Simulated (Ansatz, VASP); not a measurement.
# InGaN2: VASP beside Ansatz, part 2 of 2

Wanted: the spread between two codes on one cell, functional and k mesh. The cell is taken from a series of runs on this material, whose earlier steps may have relaxed, scaled, displaced or heated it; both programs get it as it stands.

VASP 6.6.1 and Ansatz 0.2.0.

So far: Starting point; VASP: relaxation of cell and atoms, PBEsol.

### 3. Ansatz: relaxation of cell and atoms, PBEsol

Level of this step: Ansatz beside VASP: Kohn-Sham DFT, plane waves, PBEsol (Ansatz).

Ansatz runs on its default PAW (the set named soft_2) files.

The same cell, functional and mesh now go to Ansatz, which takes its cutoff from its data sets.

The input, input.yaml:

```yaml
crystal:
  lattice:
    - [3.3535558156, 0.0, 0.0]
    - [-1.6767779078, 2.9042645293, 0.0]
    - [0.0, 0.0, 5.4997131149]
  atoms:
    - { symbol: In, position: [0.0, 0.0, 0.9971100044] }
    - { symbol: Ga, position: [0.6666666667, 0.3333333333, 0.4959163604] }
    - { symbol: "N", position: [0.6666666667, 0.3333333333, 0.1460088816] }
    - { symbol: "N", position: [0.0, 0.0, 0.6025637536] }
kpoints:
  mp_grid: { grid: [12, 12, 6] }
hamiltonian:
  xc: pbesol
scf:
  occupations: { method: fixed }
output:
  forces: true
  stress: true
  eigenvalues: true
relax:
  adjacent_minimum: "off"
  f_tol: 0.001
  max_steps: 60
  cell: { stress_tol: 0.01 }
```

Run with:

```sh
$ ansatz run input.yaml --threads 2 --pin off --max-ram 5120MiB --backend cpu --events-out ev --progress --plain --runs-dir out
```

Numbers of over 12 decimals in the logs are rounded to 6 here.

The log of the run:

```text
Engine: ansatz 0.2.0, x86_64-unknown-linux-gnu
Pseudopotentials: kind: paw
Pseudopotential: In, paw, valence charge 13, recommended cutoff 420 eV (normal), In.paw.azcp
Pseudopotential: Ga, paw, valence charge 13, recommended cutoff 420 eV (normal), Ga.paw.azcp
Pseudopotential: N, paw, valence charge 5, recommended cutoff 420 eV (normal), N.paw.azcp
Functional definition: PBEsol
  exchange = pbesol_x
  correlation = pbesol_c
Crystal: 4 atoms, lattice volume = 53.565 Å³
Basis set: ecut = 420 eV, 1087 PW (Γ), exchange–correlation on 48×48×80 points (8 copies of the dense FFT grid, shifted against one another)
Bands: 22, of which v1, the nominal top of the filled ones, is band 18 counted from 1 (17 counted from 0)
Symmetry: 6 space group operations
Space group: P3m1 (ITA 156), of the structure as read, at distance tolerance 3.8e-5 Å
k-points: 100 of 864 (time reversal used)
Non-local potential: In, projectors of the file, l = 0: 2, l = 1: 2, l = 2: 2, l = 3: 2
Non-local potential: Ga, projectors of the file, l = 0: 2, l = 1: 2, l = 2: 3, l = 3: 1
Non-local potential: N, projectors of the file, l = 0: 2, l = 1: 2, l = 2: 1
PAW form: soft (Blöchl's): semilocal exchange-correlation on the pseudo side does not see the compensation charge
PAW frozen core: In, regenerated for the run's functional, and the local potential with it (the file was generated under x = pbe(κ = 0.804, μ = 0.219515), c = pbe(β = 0.066725))
PAW frozen core: Ga, regenerated for the run's functional, and the local potential with it (the file was generated under x = pbe(κ = 0.804, μ = 0.219515), c = pbe(β = 0.066725))
PAW frozen core: N, regenerated for the run's functional, and the local potential with it (the file was generated under x = pbe(κ = 0.804, μ = 0.219515), c = pbe(β = 0.066725))
PAW one-centre angular grid: In, 590 points (default); XC on 64 Gauss nodes
PAW one-centre angular grid: Ga, 590 points (default); XC on 64 Gauss nodes
PAW one-centre angular grid: N, 110 points (default); XC on 64 Gauss nodes
Initial density: superposition of atomic densities (neutral atoms: chi_scale 0, normalization atom), corrected by the library's trained network
Initial wavefunctions: pseudopotential atomic-orbital guess
Functional: x = pbesol(κ = 0.804, μ = 0.123457), c = pbesol(β = 0.046)
SCF iter   1: F=—  HF=-10026.450915 eV  |F-HF|=—  |Δ(HF+E_count)|=         —  Δρ=1.37e-2  dr2=1.07e-1  ethr=1.77e-3  ⟨swp⟩=4.8  Hψ=8006  notcnv=0  defer=189
preconditioner: auto → Resta (q_TF=auto, 2.553 Å⁻¹)  ε∞=4.9  [insulator: Δε(μ)=0.205 eV  Ē_g=15.472 eV  n_scr=22 (ndim 8)  ℏωp=30.4 eV  f_vac=0.010  ε∞_Penn≈4.9]
SCF iter   2: F=—  HF=-10026.422752 eV  |F-HF|=—  |Δ(HF+E_count)|=   2.82e-2  Δρ=2.27e-3  dr2=2.20e-3  ethr=2.97e-4  ⟨swp⟩=2.0  Hψ=3544  notcnv=0  defer=197
SCF iter   3: F=—  HF=-10026.422376 eV  |F-HF|=—  |Δ(HF+E_count)|=   3.76e-4  Δρ=1.05e-3  dr2=5.41e-4  ethr=6.12e-6  ⟨swp⟩=2.0  Hψ=3475  notcnv=0  defer=200
SCF iter   4: F=—  HF=-10026.422349 eV  |F-HF|=—  |Δ(HF+E_count)|=   2.74e-5  Δρ=4.11e-4  dr2=1.06e-4  ethr=1.50e-6  ⟨swp⟩=2.6  Hψ=4044  notcnv=0  defer=181
SCF iter   5: F=—  HF=-10026.422341 eV  |F-HF|=—  |Δ(HF+E_count)|=   7.35e-6  Δρ=1.59e-4  dr2=1.35e-5  ethr=2.95e-7  ⟨swp⟩=2.0  Hψ=3799  notcnv=0  defer=3
SCF iter   6: F=—  HF=-10026.422345 eV  |F-HF|=—  |Δ(HF+E_count)|=   3.85e-6  Δρ=4.72e-5  dr2=1.14e-6  ethr=3.76e-8  ⟨swp⟩=2.0  Hψ=3724  notcnv=0
SCF iter   7: F=—  HF=-10026.422346 eV  |F-HF|=—  |Δ(HF+E_count)|=   8.55e-7  Δρ=1.52e-5  dr2=1.30e-7  ethr=3.17e-9  ⟨swp⟩=2.0  Hψ=3846  notcnv=0
SCF iter   8: F=-10026.422346 eV  HF=-10026.422346 eV  |F-HF|=4.39e-9  |Δ(HF+E_count)|=   3.76e-8  Δρ=5.53e-6  dr2=1.42e-8  ethr=2.78e-10  ⟨swp⟩=6.0  Hψ=10614  notcnv=0
SCF 1 converged in 8 iterations: F = -10026.422346 eV  dr2 = 1.42e-8
  greatest PAW one-centre occupation: 0.995 electrons in one spin orbital (limit 2), on the Ga atom at site 1 (counted from 0), in its partial waves of l = 2
relax step   1: F+E_penalty+E_count = -10026.42234584 eV  Δ(F+E_penalty+E_count) = +0.000e0 eV  max|allowed force component| = 9.280e-4 eV/Å  Δτ_max = 0.0000 Å  P = +0.002 GPa  Ω = 53.565 Å³  (8 SCF iters, dr2 threshold 1.00e-7 eV, accepted)
Initial density: handed on by an earlier stage of this run
Initial wavefunctions: pseudopotential atomic-orbital guess (no wavefunctions were taken with the density)
iter 1 solved again at ethr=2.15e-8 eV; its pass at ethr=3.10e-3 eV (dr2=7.76e-6 eV) is discarded
SCF iter   1: F=—  HF=-10026.422343 eV  |F-HF|=—  |Δ(HF+E_count)|=         —  Δρ=5.63e-6  dr2=1.43e-8  ethr=2.15e-8  ⟨swp⟩=3.8  Hψ=14663  notcnv=0  defer=200
preconditioner: auto → Resta (q_TF=auto, 2.553 Å⁻¹)  ε∞=4.9  [insulator: Δε(μ)=0.309 eV  Ē_g=15.497 eV  n_scr=22 (ndim 8)  ℏωp=30.4 eV  f_vac=0.007  ε∞_Penn≈4.9]
SCF iter   2: F=—  HF=-10026.422346 eV  |F-HF|=—  |Δ(HF+E_count)|=   2.61e-6  Δρ=3.10e-6  dr2=6.28e-9  ethr=3.96e-11  ⟨swp⟩=2.1  Hψ=4006  notcnv=0  defer=50
SCF iter   3: F=—  HF=-10026.422346 eV  |F-HF|=—  |Δ(HF+E_count)|=   3.69e-9  Δρ=1.77e-6  dr2=1.80e-9  ethr=1.75e-11  ⟨swp⟩=2.1  Hψ=3485  notcnv=0  defer=50
SCF iter   4: F=—  HF=-10026.422346 eV  |F-HF|=—  |Δ(HF+E_count)|=  7.37e-10  Δρ=4.09e-7  dr2=8.01e-11  ethr=5.01e-12  ⟨swp⟩=2.0  Hψ=3820  notcnv=0  defer=50
SCF iter   5: F=—  HF=-10026.422346 eV  |F-HF|=—  |Δ(HF+E_count)|=  2.36e-11  Δρ=2.71e-7  dr2=4.30e-11  ethr=1.00e-12  ⟨swp⟩=2.4  Hψ=3392  notcnv=0  defer=50
SCF iter   6: F=—  HF=-10026.422346 eV  |F-HF|=—  |Δ(HF+E_count)|=  3.64e-12  Δρ=7.45e-8  dr2=2.51e-12  ethr=1.00e-12  ⟨swp⟩=1.0  Hψ=2200  notcnv=0  defer=50
SCF iter   7: F=-10026.422346 eV  HF=-10026.422346 eV  |F-HF|=3.64e-12  |Δ(HF+E_count)|=  1.82e-12  Δρ=1.83e-8  dr2=2.18e-13  ethr=1.00e-12  ⟨swp⟩=7.4  Hψ=11385  notcnv=0
SCF 2 converged in 7 iterations: F = -10026.422346 eV  dr2 = 2.18e-13
relax step   2: F+E_penalty+E_count = -10026.42234584 eV  Δ(F+E_penalty+E_count) = -4.296e-9 eV  max|allowed force component| = 9.408e-4 eV/Å  Δτ_max = 0.0000 Å  P = +0.002 GPa  Ω = 53.565 Å³  stress off target by 3.46e-3 GPa  SCF on the basis re-selected at this cell (its energy is not comparable with the rows above)  (7 SCF iters)
basis re-selected at this cell: Δ(F+E_penalty+E_count) = -4.296e-9 eV, ΔP = +0.000 GPa vs the last step (what re-selecting the basis moved, of the pressure what is left beyond the Pulay correction that the steps carried, after the strain that the cell walked since its last selection, with what the two solves' SCF thresholds leave and, on support functions, any second-order correction that the steps lacked; it is no m [...]
SCF converged after 7 iterations
Free energy (F): -10026.422346 eV
Harris-Foulkes:  -10026.422346 eV  (|F-HF|=3.64e-12)
Internal energy: -10026.422346 eV  (E = F + TS)
E sigma→0 (E₀):  -10026.422346 eV
Fermi energy:    9.660087 eV
--- Per-component energies (eV) ---
  E_band       = -10.547264
  E_kinetic    = 619.664255
  E_local      = -3248.579397  (includes V_loc(G=0)·N_el)
  E_nonlocal   = 891.980544
  E_hartree    = 1399.427994
  E_xc         = -399.269783
  E_vxc        = -308.115733  (∫ρ·V_xc dr)
  E_paw        = -6285.803873  (= ΣΔE_a)
  E_vpaw       = -764.353067  (= ΣTr[D̂ρ^β])
  E_aug_tail   = 0.000139  (compensation charges beyond the density's cutoff)
  E_ewald      = -3004.997303
  E_core_change = 1.155078  (= ΣΔE_core)
  E_smearing   = -0.000000  (= −TS)
  E_closure    = 0.000000  (closes the sum)
  Σ components = -10026.422346   (vs F -10026.422346, Δ=0.00e0)
--- Forces (eV/Å), atoms counted from 1 ---
  atom   1  In     0.00000000     0.00000000    -0.00094083
  atom   2  Ga     0.00000000    -0.00000000    -0.00049023
  atom   3  N      0.00000000     0.00000000     0.00079286
  atom   4  N      0.00000000     0.00000000     0.00063825
  max |Σ_I F_I| component: 4.87e-8 eV/Å
--- Stress (GPa, compression-positive) ---
        0.003456       0.000000      -0.000000
        0.000000       0.003456      -0.000000
       -0.000000       0.000000      -0.001363
  P = ⅓ Tr σ = 0.0018 GPa (0.018 kbar)
--- Band table (eV; the first three rows and the last of 100) ---
  k-point 0: bands = [... 14 lower, 8.4283, 9.3297, 9.6601, 9.6601, 9.9695, 12.9373, 17.0862, 18.6709]
  k-point 1: bands = [... 14 lower, 8.4784, 8.4784, 9.6053, 9.6053, 10.8150, 12.9402, 16.8879, 18.6764]
  k-point 2: bands = [... 14 lower, 8.5955, 8.5955, 9.4767, 9.4767, 11.7477, 12.9150, 16.4268, 18.4757]
  k-point 99: bands = [... 14 lower, 5.5361, 6.0937, 7.8324, 8.3702, 14.9778, 15.0117, 15.4444, 16.6791]
--- Relaxed structure (1 steps of the walk, 1 accepted, 1 SCFs on fresh bases) ---
  F+E_penalty+E_count = -10026.42234584 eV   max|allowed force component| = 9.408e-4 eV/Å   (the final SCF, on the basis selected at the relaxed cell)
  cell:  # Å, volume = 53.5651 Å³
    - [3.353556, 0.0, 0.0]
    - [-1.676778, 2.904265, 0.0]
    - [0.0, 0.0, 5.4997131149]
  atoms:
    - { symbol: In, position: [-3.700743415524894e-17, 0.0, 0.997110] }
    - { symbol: Ga, position: [0.666667, 0.333333, 0.4959163604] }
    - { symbol: N, position: [0.666667, 0.333333, 0.1460088816] }
    - { symbol: N, position: [-3.700743415524894e-17, 0.0, 0.6025637536] }
```

Reading the cycles: dr2 is the Hartree energy of the density residual (eV), the measure of convergence; HF is the Harris–Foulkes estimate of the energy, which meets the free energy F at convergence.

### 4. Comparison

Known differences besides the potentials themselves: fixed occupations in Ansatz, narrow Gaussian smearing in VASP; the cutoff is 420 eV in Ansatz and 600 eV in VASP; Ansatz makes its cores anew for this functional, VASP keeps those of its PBE data sets; Ansatz adds a Pulay correction to the stress that steers its cell, VASP none. Total energies have different zeros and are not compared.

The two programs side by side:

| quantity | Ansatz | VASP | difference |
| --- | --- | --- | --- |
| volume (Å³) | 53.57 | 53.56 | +0.01 % |
| edge a after relaxation, in the typed setting (Å) | 3.354 | 3.353 | +0.00 % |
| edge c after relaxation, in the typed setting (Å) | 5.500 | 5.499 | +0.01 % |

### 5. Results

```
difference in volume (relaxation of cell and atoms, PBEsol) : 0.011 %
```

What this shows: The difference in volume is 0.011 % (relaxation of cell and atoms, PBEsol), within the 1.2 % picked in this series as the mark of a large difference, as far as the stopping tolerances let one tell. 1 further run of this series is not shown here. Such differences can come from data sets, numerical settings and the points named under the comparisons, not from the functional's error against experiment.

[Lines on the potential files, build, host, timing and source positions are cut from VASP's logs without a mark.]

[Logs are printed without paths, hosts, clocks, repeated set-up lines and the standing remarks that a program may print on its own settings, such as how far it seeks lower states.]

[Hosts, paths, dates, database ids (printed as entryN), source tags and the programs' standing remarks are cut or masked in the printed files.]
